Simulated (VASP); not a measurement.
Write the native input for VASP 6.6.1 that does the following.

| Property | Result |
| --- | --- |
| Task | relaxation of cell and atoms |
| Functional | PBE |
| Potentials or basis | VASP PAW PBE potentials, release 64 (Yb, H) |
| Cutoff | 600 eV |
| k mesh | 6 × 6 × 6 |
| Occupations | gaussian, width 0.1 eV |
| Spin | no spin polarisation |
| Dipole correction | no |
| Further INCAR settings | ALGO = Normal; EDIFF = 1e-06; IBRION = 2; EDIFFG = -0.04; NSW = 90; ISIF = 3 |

The structure of YbH3 lies in POSCAR:

```
YbH3
1.0
    0.0000000000      2.6049709300      2.6049709300
    2.6049709300      0.0000000000      2.6049709300
    2.6049709300      2.6049709300      0.0000000000
Yb H
1 3
Direct
    0.0000000000      0.0000000000      0.0000000000
    0.7500000000      0.7500000000      0.7500000000
    0.2500000000      0.2500000000      0.2500000000
    0.5000000000      0.5000000000      0.5000000000
```

The cell comes from a database or a generator and needn't be the stable form of this composition.

These files were run (other wordings do the same):

INCAR

```
SYSTEM = YbH3
ALGO     = Normal         ! electronic algorithm
EDIFF    = 1E-6           ! SCF threshold, eV
EDIFFG   = -0.04          ! ionic threshold
ENCUT    = 600            ! plane-wave cutoff, eV
GGA      = PE             ! functional
IBRION   = 2              ! ionic algorithm
ISIF     = 3              ! what is computed and relaxed
ISMEAR   = 0              ! smearing method
LASPH    = .TRUE.         ! aspherical terms in the spheres
LCHARG   = .FALSE.        ! write CHGCAR
LREAL    = .FALSE.        ! projectors in reciprocal space
LWAVE    = .FALSE.        ! write WAVECAR
NELM     = 60             ! most SCF steps
NSW      = 90             ! ionic steps
PREC     = Accurate       ! precision mode
SIGMA    = 0.1            ! smearing width, eV
```

KPOINTS

```
k-points
0
G
  6 6 6
  0 0 0
```

Potentials or basis: VASP PAW PBE potentials, release 64 (Yb, H).

The run is started by

```bash
$ cat potpaw_PBE.64/Yb/POTCAR potpaw_PBE.64/H/POTCAR > POTCAR
$ mpirun -np 1 vasp_std > vasp.out
```

It gave:

The relaxed volume is 8.20 Å³/atom. The relaxed cell is a = 3.593 Å, b = 3.593 Å, c = 3.593 Å, α = 60.00°, β = 60.00°, γ = 60.00°, the space group after relaxing (to 0.05 Å) is Fm-3m (No. 225) and the energy gained by relaxing is 11.2 meV/atom. The ionic steps are 4, the pressure after relaxing is 0.3 GPa and the band gap on the k mesh is none (metal or under the smearing width).

Caveat: without U or exact exchange the open f shell lies at the Fermi level, which spoils levels, moments and volumes.

Run time: 3.4 min on 1 thread of AMD EPYC 7R43 64-Core Processor (Zen 3) (shared host), peak memory 0.17 GiB.
